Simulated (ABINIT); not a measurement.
Input of an ABINIT 10.8.3 (patched build) run:

Contents of run.abi:

```
# Pseudopotentials
pp_dirpath "./"
pseudos "Hf.GGA_PBE-JTH.xml"

# Structure
acell 5.4426455984 5.8452857713 5.9935376215
rprim
    -0.5885161957     0.5736289861     0.5697354419
     0.6066494860    -0.5339307449     0.5889773856
     0.6120035958     0.5983042882    -0.5171881451
ntypat 1
znucl 72
natom 1
typat 1
xred
     0.0000000000     0.0000000000     0.0000000000
chkprim 0
chksymtnons 0
tolsym 1.0e-6

# Plane-wave basis
ecut 19.0
pawecutdg 38.0
pawxcdev 0

# k points
kptopt 1
ngkpt 11 10 10
nshiftk 1
shiftk 0.0 0.0 0.0

# Exchange and correlation
ixc 11

# Bands and occupations
nband 10
occopt 3
tsmear 0.00183747

# SCF cycle
nstep 100
tolvrs 1.0e-9

# Output
iomode 3
prtwf 0
prteig 0
prtebands 0
enunit 1
prtden 1
prtvha 1
prtvclmb 1
prtpot 1
```

Potentials or basis: JTH PAW PBE v2.0.

The run is started by

```sh
$ abinit run.abi > log 2>&1
```

Task: Estimate the pressure.

Result: -3.4 GPa.

Task: Estimate the band gap on the k mesh.

Result: None (metal or under the smearing width).

Stress tensor (GPa, compression positive):
```
-2.54 -5.84 -3.93
-5.84 -3.40 -1.22
-3.93 -1.22 -4.25
```

Spin-orbit coupling is left out, which matters for the levels of Hf.
